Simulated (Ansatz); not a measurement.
# A Si–Si split interstitial in zincblende SiC, 65 atoms, charge −2

Aim: let the atoms about the defect relax, then find its formation energy, its levels in the gap and its spin by PBEsol.

Program: Ansatz 0.2.0, PAW, plane waves. These are calculated values, not measurements.

### Step 1. The system as built

65 atoms (33 Si, 32 C); a = 8.714 Å, b = 8.714 Å, c = 8.714 Å, α = 90.00°, β = 90.00°, γ = 90.00°. All atoms were shaken off their sites by about 0.02 Å along each axis. Defect site 1: (0.500, 0.500, 0.500). Starting moments add up to 2 μB.

Plan of the steps: (2) PBEsol relaxation at the single k point (¼, ¼, ¼), on 7 threads of Arm Neoverse-V2.

### Step 2. PBEsol relaxation in the fixed cell

The input, in.yaml:

```yaml
crystal:
  lattice:
    - [8.713706, 0.000000, 0.000000]
    - [0.000000, 8.713706, 0.000000]
    - [0.000000, 0.000000, 8.713706]
  atoms:
    - { symbol: Si, position: [0.000891, 0.999491, 0.994486] }
    - { symbol: Si, position: [0.002518, 0.001107, 0.500367] }
    - { symbol: Si, position: [0.995566, 0.497739, 0.997877] }
    - { symbol: Si, position: [0.001594, 0.502218, 0.502427] }
    - { symbol: Si, position: [0.499730, 0.999727, 0.999536] }
    - { symbol: Si, position: [0.501053, 0.999394, 0.505590] }
    - { symbol: Si, position: [0.501916, 0.499618, 0.000248] }
    - { symbol: Si, position: [0.405487, 0.397879, 0.496693], spin: 0.333 }
    - { symbol: Si, position: [0.252027, 0.250900, 0.002299] }
    - { symbol: Si, position: [0.253191, 0.250254, 0.503993] }
    - { symbol: Si, position: [0.246742, 0.752559, 0.997917] }
    - { symbol: Si, position: [0.250390, 0.750325, 0.499019] }
    - { symbol: Si, position: [0.753028, 0.251929, 0.999987] }
    - { symbol: Si, position: [0.752802, 0.246755, 0.501484] }
    - { symbol: Si, position: [0.754161, 0.747275, 0.997838] }
    - { symbol: Si, position: [0.748583, 0.751753, 0.501070] }
    - { symbol: Si, position: [0.250648, 0.000147, 0.247817] }
    - { symbol: Si, position: [0.250032, 0.999167, 0.752524] }
    - { symbol: Si, position: [0.251294, 0.498385, 0.251572] }
    - { symbol: Si, position: [0.249091, 0.502270, 0.745633] }
    - { symbol: Si, position: [0.752159, 0.002224, 0.254210] }
    - { symbol: Si, position: [0.750846, 0.001061, 0.749195] }
    - { symbol: Si, position: [0.750658, 0.502282, 0.250865] }
    - { symbol: Si, position: [0.749396, 0.499865, 0.750635] }
    - { symbol: Si, position: [0.003295, 0.251128, 0.252453] }
    - { symbol: Si, position: [0.003927, 0.251391, 0.750259] }
    - { symbol: Si, position: [0.998800, 0.750563, 0.248234] }
    - { symbol: Si, position: [0.999403, 0.747322, 0.746298] }
    - { symbol: Si, position: [0.500448, 0.254320, 0.251636] }
    - { symbol: Si, position: [0.496135, 0.246238, 0.752520] }
    - { symbol: Si, position: [0.503141, 0.752821, 0.250623] }
    - { symbol: Si, position: [0.500846, 0.751074, 0.749434] }
    - { symbol: Si, position: [0.599881, 0.597424, 0.496740], spin: 0.333 }
    - { symbol: C, position: [0.122026, 0.125418, 0.122786] }
    - { symbol: C, position: [0.124522, 0.123816, 0.624621] }
    - { symbol: C, position: [0.127290, 0.626524, 0.125673] }
    - { symbol: C, position: [0.124831, 0.624577, 0.626427] }
    - { symbol: C, position: [0.626376, 0.124709, 0.126915] }
    - { symbol: C, position: [0.624952, 0.125348, 0.623708] }
    - { symbol: C, position: [0.625700, 0.625733, 0.122411] }
    - { symbol: C, position: [0.625616, 0.622702, 0.624019], spin: 0.333 }
    - { symbol: C, position: [0.373683, 0.375772, 0.130855] }
    - { symbol: C, position: [0.376002, 0.375715, 0.621812], spin: 0.333 }
    - { symbol: C, position: [0.372103, 0.873558, 0.124869] }
    - { symbol: C, position: [0.374450, 0.874587, 0.624982] }
    - { symbol: C, position: [0.874544, 0.373512, 0.128462] }
    - { symbol: C, position: [0.874497, 0.376932, 0.628798] }
    - { symbol: C, position: [0.871739, 0.877224, 0.123616] }
    - { symbol: C, position: [0.878453, 0.875648, 0.624594] }
    - { symbol: C, position: [0.374726, 0.125002, 0.373496] }
    - { symbol: C, position: [0.374001, 0.121940, 0.873841] }
    - { symbol: C, position: [0.376034, 0.623686, 0.379551], spin: 0.333 }
    - { symbol: C, position: [0.376727, 0.624817, 0.874935] }
    - { symbol: C, position: [0.873673, 0.120720, 0.371453] }
    - { symbol: C, position: [0.877495, 0.125192, 0.871443] }
    - { symbol: C, position: [0.867933, 0.627622, 0.374269] }
    - { symbol: C, position: [0.873508, 0.630313, 0.875852] }
    - { symbol: C, position: [0.123218, 0.376728, 0.376840] }
    - { symbol: C, position: [0.126304, 0.375098, 0.873762] }
    - { symbol: C, position: [0.124712, 0.875203, 0.373816] }
    - { symbol: C, position: [0.124563, 0.874745, 0.876585] }
    - { symbol: C, position: [0.623467, 0.375842, 0.372988], spin: 0.333 }
    - { symbol: C, position: [0.621237, 0.377431, 0.877010] }
    - { symbol: C, position: [0.624695, 0.876961, 0.378596] }
    - { symbol: C, position: [0.627197, 0.873675, 0.876638] }
  symmetry: { detect: false }
kpoints:
  mp_grid: { grid: [1, 1, 1], shift: [0.25, 0.25, 0.25] }
hamiltonian:
  xc: pbesol
total_charge: -2
magnetization:
  spin_polarized: true
scf:
  occupations: { method: fermi_dirac, width: 0.01 }
relax:
  f_tol: 0.03
  max_steps: 80
  escape_saddle: false
  adjacent_minimum: "off"
output:
  forces: true
  eigenvalues: true
  populations: true
  charged_corrections: { epsilon: 9.7 }
```

The run is started by

```console
$ ansatz run in.yaml --threads 7 --pin off --max-ram 13300MiB --runs-dir r --events-out ev --progress --plain
```

Before running it: what results should come out? Wanted: for each run, formation energy; host gap; top filled to lowest empty; moment.

The runs gave:

```
             level                  time  formation energy (eV)  host gap (eV)  top filled to lowest empty (eV)  moment (μB)
PBEsol, relaxation  62 s (7 CPU threads)                  13.56           1.18                             0.17         0.00
```

```
     quantity                              value
   relaxation  6 recorded steps, 34.64 eV gained
largest shift                      0.45 Å (Si33)
```

**Reading.** Relaxation gains 34.64 eV, with shifts up to 0.45 Å (Si33). The host's edges were read at Γ, so band-like levels at this k point need not coincide with them. One k point and a cell of this size can leave errors of several tenths of an eV. The dielectric constant of 9.7 in the correction is an assumed value.
